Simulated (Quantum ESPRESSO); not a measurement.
# Tc (P6_3/mmc) in Quantum ESPRESSO: a series of runs

One crystal, Tc, is run at these levels: LDA, PBE; tasks: phonons, energy-loss spectrum.

Everything below comes from runs of Quantum ESPRESSO 7.5. Logs are shortened: lines on timing, memory, paths and dates and some standing lists are left out, and cuts for length are marked.

## (1) The crystal as given

The structure is hexagonal, space group P6_3/mmc (No. 194). The conventional cell has a = 2.740 Å, b = 2.740 Å, c = 4.398 Å, α = 90.00°, β = 90.00°, γ = 120.00°. Tc (site symmetry -6m2) is surrounded by 12 Tc at 2.71 to 2.74 Å.

## (2) Phonons, LDA

pw.in reads:

```
&CONTROL
  calculation = 'scf'
  prefix = 'pwscf'
  outdir = './tmp'
  pseudo_dir = './pseudo'
  tprnfor = .true.
  tstress = .true.
  disk_io = 'low'
/
&SYSTEM
  ibrav = 0
  nat = 2
  ntyp = 1
  ecutwfc = 36
  ecutrho = 216
  nbnd = 22
  occupations = 'smearing'
  smearing = 'mv'
  degauss = 0.01999163
/
&ELECTRONS
  conv_thr = 4d-10
  electron_maxstep = 120
  mixing_beta = 0.5
/
ATOMIC_SPECIES
Tc    97.9072 Tc.LDA_PW-JTH.UPF
CELL_PARAMETERS angstrom
   2.7400000000    0.0000000000    0.0000000000
  -1.3700000000    2.3729096064    0.0000000000
   0.0000000000    0.0000000000    4.3980000000
ATOMIC_POSITIONS crystal
Tc     0.6666666667    0.3333333333    0.7500000000
Tc     0.3333333333    0.6666666667    0.2500000000
K_POINTS automatic
11 11 6 0 0 0
```

relax.in reads:

```
&CONTROL
  calculation = 'vc-relax'
  prefix = 'pwscf'
  outdir = './tmp'
  pseudo_dir = './pseudo'
  tprnfor = .true.
  tstress = .true.
  disk_io = 'low'
  nstep = 40
  forc_conv_thr = 0.0001
  etot_conv_thr = 1d-06
/
&SYSTEM
  ibrav = 0
  nat = 2
  ntyp = 1
  ecutwfc = 36
  ecutrho = 216
  nbnd = 22
  occupations = 'smearing'
  smearing = 'mv'
  degauss = 0.01999163
/
&ELECTRONS
  conv_thr = 4d-10
  electron_maxstep = 120
  mixing_beta = 0.5
/
&IONS
  ion_dynamics = 'bfgs'
/
&CELL
  cell_dynamics = 'bfgs'
  press = 0
  press_conv_thr = 0.2
/
ATOMIC_SPECIES
Tc    97.9072 Tc.LDA_PW-JTH.UPF
CELL_PARAMETERS angstrom
   2.7400000000    0.0000000000    0.0000000000
  -1.3700000000    2.3729096064    0.0000000000
   0.0000000000    0.0000000000    4.3980000000
ATOMIC_POSITIONS crystal
Tc     0.6666666667    0.3333333333    0.7500000000
Tc     0.3333333333    0.6666666667    0.2500000000
K_POINTS automatic
11 11 6 0 0 0
```

scf2.in reads:

```
&CONTROL
  calculation = 'scf'
  prefix = 'pwscf'
  outdir = './tmp'
  pseudo_dir = './pseudo'
  tprnfor = .true.
  tstress = .true.
  disk_io = 'low'
/
&SYSTEM
  ibrav = 0
  nat = 2
  ntyp = 1
  ecutwfc = 36
  ecutrho = 216
  nbnd = 22
  occupations = 'smearing'
  smearing = 'mv'
  degauss = 0.01999163
/
&ELECTRONS
  conv_thr = 1d-13
  electron_maxstep = 120
  mixing_beta = 0.5
  startingpot = 'file'
  startingwfc = 'file'
/
ATOMIC_SPECIES
Tc    97.9072 Tc.LDA_PW-JTH.UPF
CELL_PARAMETERS angstrom
   2.7067991309    0.0000000000    0.0000000000
  -1.3533995655    2.3441568104    0.0000000000
   0.0000000000    0.0000000000    4.3296616735
ATOMIC_POSITIONS crystal
Tc     0.6666666667    0.3333333333    0.7500000000
Tc     0.3333333333    0.6666666667    0.2500000000
K_POINTS automatic
11 11 6 0 0 0
```

ph.in reads:

```
phonons of Tc
&INPUTPH
  prefix = 'pwscf'
  outdir = './tmp'
  tr2_ph = 1d-16
  fildyn = 'dyn'
  niter_ph = 60
  alpha_mix(1) = 0.4
/
0.0000000000 0.0000000000 0.0000000000
```

dynmat.in reads:

```
&INPUT
  fildyn = 'dyn'
  asr = 'crystal'
  filout = 'dynmat.disp'
  fileig = 'dynmat.eig'
/
```

Potentials or basis: JTH 2.0 LDA.

Launch:

```console
$ OMP_NUM_THREADS=1 pw.x -in pw.in > pw.out
$ OMP_NUM_THREADS=1 pw.x -in relax.in > relax.out
$ OMP_NUM_THREADS=1 pw.x -in scf2.in > scf2.out
$ OMP_NUM_THREADS=1 ph.x -in ph.in > ph.out
$ OMP_NUM_THREADS=1 dynmat.x -in dynmat.in > dynmat.out
```

pw.out:

```text
This program is part of the open-source Quantum ESPRESSO suite
     for quantum simulation of materials; please cite
         "P. Giannozzi et al., J. Phys.:Condens. Matter 21 395502 (2009);
         "P. Giannozzi et al., J. Phys.:Condens. Matter 29 465901 (2017);
         "P. Giannozzi et al., J. Chem. Phys. 152 154105 (2020);
     in publications or presentations arising from this work. More details at

     file Tc.LDA_PW-JTH.UPF: wavefunction(s)  5S 4P 0P 4D 0D renormalized
     Message from routine setup:
     using ibrav=0 with symmetry is DISCOURAGED, use correct ibrav instead

     G-vector sticks info
     --------------------
     sticks:   dense  smooth     PW     G-vecs:    dense   smooth      PW
     Sum         397     265     85                10275     5635    1087

     Using Slab Decomposition

     bravais-lattice index     =            0
     lattice parameter (alat)  =       5.1778  a.u.
     unit-cell volume          =     192.9672 (a.u.)^3
     number of atoms/cell      =            2
     number of atomic types    =            1
     number of electrons       =        30.00
     number of Kohn-Sham states=           22
     kinetic-energy cutoff     =      36.0000  Ry
     charge density cutoff     =     216.0000  Ry
     scf convergence threshold =      4.0E-10
     mixing beta               =       0.5000
     number of iterations used =            8  plain     mixing
     Exchange-correlation= SLA PW NOGX NOGC
                           (   1   4   0   0   0   0   0)

     celldm(1)=   5.177850  celldm(2)=   0.000000  celldm(3)=   0.000000
     celldm(4)=   0.000000  celldm(5)=   0.000000  celldm(6)=   0.000000

     crystal axes: (cart. coord. in units of alat)
               a(1) = (   1.000000   0.000000   0.000000 )
               a(2) = (  -0.500000   0.866025   0.000000 )
               a(3) = (   0.000000   0.000000   1.605109 )

     reciprocal axes: (cart. coord. in units 2 pi/alat)
               b(1) = (  1.000000  0.577350 -0.000000 )
               b(2) = (  0.000000  1.154701  0.000000 )
               b(3) = (  0.000000 -0.000000  0.623010 )

     PseudoPot. # 1 for Tc read from file:
     Tc.LDA_PW-JTH.UPF
     Pseudo is Projector augmented-wave + core cor, Zval = 15.0
     Generated using ATOMPAW code
     Shape of augmentation charge: SINC**2
     Using radial grid of 1078 points,  6 beta functions with:
                l(1) =   0
                l(2) =   0
                l(3) =   1
                l(4) =   1
                l(5) =   2
                l(6) =   2
     Q(r) pseudized with 0 coefficients

     atomic species   valence    mass     pseudopotential
     Tc               15.00    97.90720     Tc( 1.00)

     24 Sym. Ops., with inversion, found (12 have fractional translation)

   Cartesian axes

     site n.     atom                  positions (alat units)
         1        Tc     tau(   1) = (   0.5000000   0.2886751   1.2038321  )
         2        Tc     tau(   2) = (  -0.0000000   0.5773503   0.4012774  )

     number of k points=    64  Marzari-Vanderbilt smearing, width (Ry)=  0.0200
                       cart. coord. in units 2pi/alat
        k(    1) = (   0.0000000   0.0000000   0.0000000), wk =   0.0027548
        k(    2) = (   0.0000000   0.0000000   0.1038351), wk =   0.0055096
        k(    3) = (   0.0000000   0.0000000   0.2076702), wk =   0.0055096
        k(    4) = (   0.0000000   0.0000000  -0.3115052), wk =   0.0027548
        k(    5) = (   0.0000000   0.1049728   0.0000000), wk =   0.0165289
        k(    6) = (   0.0000000   0.1049728   0.1038351), wk =   0.0330579
[... 56 lines left out ...]
        k(   63) = (   0.2727273   0.5773503   0.2076702), wk =   0.0330579
        k(   64) = (   0.2727273   0.5773503  -0.3115052), wk =   0.0165289

     Dense  grid:    10275 G-vectors     FFT dimensions: (  25,  25,  40)

     Smooth grid:     5635 G-vectors     FFT dimensions: (  20,  20,  32)

     Initial potential from superposition of free atoms

     starting charge      29.9987, renormalised to      30.0000
     Starting wfcs are   36 randomized atomic wfcs

     Self-consistent Calculation

     iteration #  1     ecut=    36.00 Ry     beta= 0.50
     Davidson diagonalization with overlap
     ethr =  1.00E-02,  avg # of iterations =  5.3

     Threshold (ethr) on eigenvalues was too large:
     Diagonalizing with lowered threshold

     Davidson diagonalization with overlap
     ethr =  8.63E-04,  avg # of iterations =  1.2

     total energy              =    -775.18075282 Ry
     estimated scf accuracy    <       0.27100102 Ry

     iteration #  2     ecut=    36.00 Ry     beta= 0.50
     Davidson diagonalization with overlap
     ethr =  9.03E-04,  avg # of iterations =  2.0

     total energy              =    -775.23971304 Ry
     estimated scf accuracy    <       0.00518724 Ry

     iteration #  3     ecut=    36.00 Ry     beta= 0.50
     Davidson diagonalization with overlap
     ethr =  1.73E-05,  avg # of iterations =  5.0

     total energy              =    -775.23995596 Ry
     estimated scf accuracy    <       0.00112737 Ry

     iteration #  4     ecut=    36.00 Ry     beta= 0.50
     Davidson diagonalization with overlap
     ethr =  3.76E-06,  avg # of iterations =  2.4

     total energy              =    -775.24007645 Ry
     estimated scf accuracy    <       0.00017783 Ry

     iteration #  5     ecut=    36.00 Ry     beta= 0.50
     Davidson diagonalization with overlap
     ethr =  5.93E-07,  avg # of iterations =  2.0

     total energy              =    -775.24013069 Ry
     estimated scf accuracy    <       0.00000841 Ry

     iteration #  6     ecut=    36.00 Ry     beta= 0.50
     Davidson diagonalization with overlap
     ethr =  2.80E-08,  avg # of iterations =  1.4

     total energy              =    -775.24013183 Ry
     estimated scf accuracy    <       0.00000019 Ry

     iteration #  7     ecut=    36.00 Ry     beta= 0.50
     Davidson diagonalization with overlap
     ethr =  6.17E-10,  avg # of iterations =  2.1

     total energy              =    -775.24013190 Ry
     estimated scf accuracy    <          2.4E-09 Ry

     iteration #  8     ecut=    36.00 Ry     beta= 0.50
     Davidson diagonalization with overlap
     ethr =  7.87E-12,  avg # of iterations =  3.8

     total energy              =    -775.24013190 Ry
     estimated scf accuracy    <       0.00000002 Ry

     iteration #  9     ecut=    36.00 Ry     beta= 0.50
     Davidson diagonalization with overlap
     ethr =  7.87E-12,  avg # of iterations =  3.0

     total energy              =    -775.24013190 Ry
     estimated scf accuracy    <          4.7E-10 Ry

     iteration # 10     ecut=    36.00 Ry     beta= 0.50
     Davidson diagonalization with overlap
     ethr =  1.58E-12,  avg # of iterations =  2.0

     End of self-consistent calculation

          k = 0.0000 0.0000 0.0000 (   699 PWs)   bands (ev):

   -44.6774 -44.4345 -17.3526 -16.2367 -16.2367 -16.0491 -16.0491 -16.0073
    14.6406  16.5420  20.4258  20.4258  20.4879  21.1451  21.1451  21.8653
    21.8653  23.6554  24.5391  24.5391  33.0041  36.2950

          k = 0.0000 0.0000 0.1038 (   694 PWs)   bands (ev):

   -44.6615 -44.4511 -17.2671 -16.2243 -16.2243 -16.1026 -16.0617 -16.0617
    14.9432  16.6306  20.2943  20.2943  20.3318  20.9710  20.9710  22.2509
    22.2509  22.8059  24.5484  24.5484  34.1585  35.7693

          k = 0.0000 0.0000 0.2077 (   676 PWs)   bands (ev):

   -44.6176 -44.4962 -17.0305 -16.3589 -16.1901 -16.1901 -16.0963 -16.0963
    15.7373  16.7816  20.0205  20.1855  20.1855  20.6055  20.6055  21.1893
    23.0516  23.0516  24.3909  24.3909  35.4976  36.4611

          k = 0.0000 0.0000-0.3115 (   688 PWs)   bands (ev):

   -44.5572 -44.5572 -16.6997 -16.6997 -16.1434 -16.1434 -16.1434 -16.1434
    16.5642  16.5642  20.0926  20.0926  20.2959  20.2959  20.2959  20.2959
    23.8603  23.8603  23.8603  23.8603  35.9376  35.9376

          k = 0.0000 0.1050 0.0000 (   701 PWs)   bands (ev):

   -44.6621 -44.4278 -17.3188 -16.3133 -16.2616 -16.1278 -16.0598 -16.0215
    14.9487  16.7921  19.8991  20.6928  20.8958  21.0262  21.3938  21.4315
    21.6598  22.4143  24.6673  26.2791  32.9592  36.9016

          k = 0.0000 0.1050 0.1038 (   694 PWs)   bands (ev):

   -44.6467 -44.4438 -17.2391 -16.2980 -16.2482 -16.1852 -16.0735 -16.0678
    15.2392  16.8921  19.9110  20.4815  20.5174  20.6329  21.2020  21.8533
    22.1158  22.3370  24.6437  25.7249  34.1381  36.3712

          k = 0.0000 0.1050 0.2077 (   690 PWs)   bands (ev):

   -44.6044 -44.4872 -17.0192 -16.4023 -16.2543 -16.2116 -16.1319 -16.1107
    16.0103  17.0734  19.8677  19.9662  20.0510  20.3929  20.8302  21.2245
    22.9616  23.0808  24.4128  24.8852  36.0738  36.3817

          k = 0.0000 0.1050-0.3115 (   684 PWs)   bands (ev):

   -44.5461 -44.5461 -16.7130 -16.7130 -16.1951 -16.1951 -16.1613 -16.1613
    16.8508  16.8508  19.5560  19.5560  20.4563  20.4563  20.5109  20.5109
    23.8143  23.8143  24.0307  24.0307  36.3962  36.3962
[... 307 lines left out ...]
          k = 0.2727 0.4724-0.3115 (   716 PWs)   bands (ev):

   -44.4066 -44.4066 -17.1174 -17.1174 -16.6897 -16.6897 -16.2566 -16.2566
    17.7192  17.7192  19.0912  19.0912  20.1809  20.1809  21.7906  21.7906
    24.9283  24.9283  29.2343  29.2343  34.7448  34.7449

          k = 0.2727 0.5774 0.0000 (   703 PWs)   bands (ev):

   -44.4117 -44.3869 -17.0290 -16.8183 -16.7876 -16.6090 -16.5411 -16.4730
    17.2362  18.3251  18.5132  19.3453  19.9477  20.2993  21.8482  24.1216
    24.5913  24.7385  29.2424  29.8426  30.9746  35.8454

          k = 0.2727 0.5774 0.1038 (   715 PWs)   bands (ev):

   -44.4100 -44.3885 -17.0363 -16.9075 -16.8637 -16.5811 -16.4829 -16.3805
    17.3853  18.3870  18.4628  19.0571  20.0173  20.3961  21.8144  24.0126
    24.2005  24.7197  29.6109  29.9881  31.5905  35.2584

          k = 0.2727 0.5774 0.2077 (   717 PWs)   bands (ev):

   -44.4054 -44.3930 -17.0891 -17.0377 -16.8504 -16.6601 -16.3285 -16.2735
    17.6606  18.2985  18.6003  18.8006  20.0602  20.4360  21.7995  22.7528
    24.4113  24.8192  30.2785  30.3943  33.0277  34.2952

          k = 0.2727 0.5774-0.3115 (   714 PWs)   bands (ev):

   -44.3991 -44.3991 -17.1056 -17.1056 -16.7609 -16.7609 -16.2500 -16.2500
    17.9223  17.9223  18.8657  18.8657  20.1955  20.1955  21.9834  21.9834
    24.6730  24.6730  30.6978  30.6978  33.7236  33.7236

     the Fermi energy is    21.9709 ev

!    total energy              =    -775.24013190 Ry
     total all-electron energy =      -775.240132 Ry
     estimated scf accuracy    <          1.2E-12 Ry
     smearing contrib. (-TS)   =       0.00073319 Ry
     internal energy E=F+TS    =    -775.24086509 Ry

     The total energy is F=E-TS. E is the sum of the following terms:
     one-electron contribution =     -39.95238248 Ry
     hartree contribution      =      48.29185252 Ry
     xc contribution           =     -35.53172533 Ry
     ewald contribution        =    -283.35395525 Ry
     one-center paw contrib.   =    -464.69465455 Ry

     convergence has been achieved in  10 iterations

     Forces acting on atoms (cartesian axes, Ry/au):

     atom    1 type  1   force =     0.00000000    0.00000000    0.00000000
     atom    2 type  1   force =    -0.00000000   -0.00000000    0.00000000

     Total force =     0.000000     Total SCF correction =     0.000000

     Computing stress (Cartesian axis) and pressure

          total   stress  (Ry/bohr**3)                   (kbar)     P=     -126.40
  -0.00083217   0.00000000   0.00000000         -122.42        0.00        0.00
   0.00000000  -0.00083217  -0.00000000            0.00     -122.42       -0.00
  -0.00000000  -0.00000000  -0.00091332           -0.00       -0.00     -134.35

=------------------------------------------------------------------------------=
   JOB DONE.
=------------------------------------------------------------------------------=
```

Run time: 3.6 min. Hardware: 1 thread of Arm Neoverse V2, shared host; peak memory 0.07 GiB.

What came out:

| Quantity | Value |
| --- | --- |
| Free energy | -10547.7243 eV |
| Relaxed volume | 13.74 Å³/atom |
| Relaxed cell | a = 2.707 Å, b = 2.707 Å, c = 4.330 Å, α = 90.00°, β = 90.00°, γ = 120.00° |
| Space group after relaxing (to 0.05 Å) | P6_3/mmc (No. 194) |
| Pressure after relaxing | -0.1 GPa |
| Band gap on the k mesh | none (metal or under the smearing width) |
| Highest phonon frequency at Γ | 137 cm⁻¹ |

The path:
```
step  energy change (eV)  largest force (eV/Å)  pressure (GPa)  volume (Å³)
   1              0.0000                0.0000          -12.64        28.59
   2             -0.0271                0.0000            9.14        26.79
   3             -0.0460                0.0000           -0.58        27.52
   4             -0.0461                0.0000           -0.02        27.47
   5             -0.0461                0.0000            0.01        27.47
   6             -0.0461                0.0000            0.00        27.47
```

Final structure:
```
CELL_PARAMETERS angstrom
2.70680 0.00000 0.00000
-1.35340 2.34416 0.00000
0.00000 0.00000 4.32966
ATOMIC_POSITIONS crystal
Tc 0.66667 0.33333 0.75000
Tc 0.33333 0.66667 0.25000
```

Levels at points of the mesh, in eV from the Fermi level:
```
            k point  band 12  band 13  band 14  band 15  band 16  band 17  band 18  band 19
 (0.00, 0.00, 0.00)    -1.66    -1.54    -0.88    -0.88    -0.15    -0.15     1.85     2.71
(0.00, 0.00, -0.50)    -1.93    -1.80    -1.80    -1.80    -1.80     2.00     2.00     2.00
```

Phonon frequencies in cm⁻¹ (negative: imaginary):
```tsv
q point	frequencies
(0.000, 0.000, 0.000)	1 1 1 108 137 137
```

Optical modes at Γ, degenerate ones joined:
| cm⁻¹ | components | symmetry | active in |
| --- | --- | --- | --- |
| 108 | 1 | B1g | silent |
| 137 | 2 | E2g | Raman |

Caveat: the mesh is thin for the phonons of a metal; the cutoff is low for these files, which shifts pressure and relaxed volume.

[end of part 1 of 2]
